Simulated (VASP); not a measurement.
Crystal: MoSe2.

```
CELL_PARAMETERS angstrom
3.28800 0.00000 0.00000
-1.64400 2.84749 0.00000
0.00000 0.00000 12.90000
ATOMIC_POSITIONS crystal
Mo 0.66667 0.33333 0.75000
Mo 0.33333 0.66667 0.25000
Se 0.66667 0.33333 0.37500
Se 0.33333 0.66667 0.87500
Se 0.66667 0.33333 0.12500
Se 0.33333 0.66667 0.62500
```

Base run:

- Program: VASP 6.6.1
- Functional: LAK
- Potentials or basis: VASP PAW PBE potentials, release 64 (Mo_sv, Se)
- Cutoff: 520 eV
- k mesh: 9 × 9 × 2
- Occupations: fermi-dirac, width 0.05 eV
- Spin: no spin polarisation

Its results: band gap on the k mesh 1.02 eV, indirect (least direct gap 1.53 eV); pressure 11.0 GPa; largest force 1.209 eV/Å.

**Question.** The run is repeated on the same cell with these changes: functional from LAK to PBE; occupations from fermi-dirac, width 0.05 eV to gaussian, width 0.012 eV. What comes out?

**Answer.** Band gap on the k mesh 0.88 eV, indirect (least direct gap 1.38 eV); pressure 8.3 GPa; largest force 1.145 eV/Å.

Caveats: the cell's inner coordinates are idealised or old, which leaves forces on the atoms; the PAW data sets were made with another functional, which shifts forces and pressure a little (some runs); an odd mesh through Γ misses points on the zone boundary, where band edges often lie (some runs); this functional lacks dispersion, which binds the layers, so the pressure and a relaxed spacing across them are unreliable (some runs).
